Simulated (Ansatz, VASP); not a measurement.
## Two plane-wave programs on Cd

INCAR

```
ALGO     = Normal         # electronic algorithm
EDIFF    = 1E-7           # SCF threshold, eV
ENCUT    = 520            # plane-wave cutoff, eV
GGA      = PE             # functional
ISIF     = 2              # what is computed and relaxed
ISMEAR   = -1             # smearing method
LASPH    = True           # aspherical terms in the spheres
LCHARG   = False          # write CHGCAR
LREAL    = False          # projectors in reciprocal space
LWAVE    = False          # write WAVECAR
NBANDS   = 12             # bands
NELM     = 100            # most SCF steps
PREC     = Accurate       # precision mode
SIGMA    = 0.05           # smearing width, eV
```

Contents of KPOINTS:

```
k-points
0
Gamma
  10 10 10
```

File POSCAR:

```
Cd
1.0
    1.5862963637      0.9158486326      2.4161848736
   -1.5862963637      0.9158486326      2.4161848736
    0.0000000000     -1.8316972653      2.4161848736
Cd
1
Direct
    0.0000000000      0.0000000000      0.0000000000
```

File input.yaml:

```yaml
crystal:
  lattice:
    - [1.5862963637, 0.9158486326, 2.4161848736]
    - [-1.5862963637, 0.9158486326, 2.4161848736]
    - [0.0, -1.8316972653, 2.4161848736]
  atoms:
    - { symbol: Cd, position: [0.0, 0.0, 0.0] }
hamiltonian:
  xc: pbe
  pseudopotentials: { kind: paw }
kpoints:
  mp_grid: { grid: [10, 10, 10] }
scf:
  occupations: { method: fermi_dirac, width: 0.05 }
output:
  forces: true
  stress: true
  eigenvalues: true
  write_density: true
  write_potential: true
  elf: true
  volumetric_format: npy
```

Change from the starting cell: volume scaled by 0.96.

Alike in both runs: task single point; functional PBE; k mesh 10 × 10 × 10; occupations fermi-dirac, width 0.05 eV; no spin polarisation.

```csv
,VASP,Ansatz
version,VASP 6.6.1,Ansatz 0.2.0
potentials or method,"VASP PAW PBE potentials, release 64 (Cd)",Ansatz PAW
plane-wave cutoff (eV),520,420
valence electrons in the cell,12,20
```

VASP gave:

| Quantity | Value |
| --- | --- |
| gap on the k mesh at the Fermi level (eV) | none |
| pressure (GPa) | 4.8 |
| largest component of the traceless stress (GPa) | 0.41 |

**Question.** Estimate Ansatz's values.

**Answer.** gap on the k mesh at the Fermi level (eV): none; pressure (GPa): 4.5; largest component of the traceless stress (GPa): 0.35.

A gap of «none» marks a metal or a gap that the smearing closes. The two sets of potentials don't hold the same shells in valence.
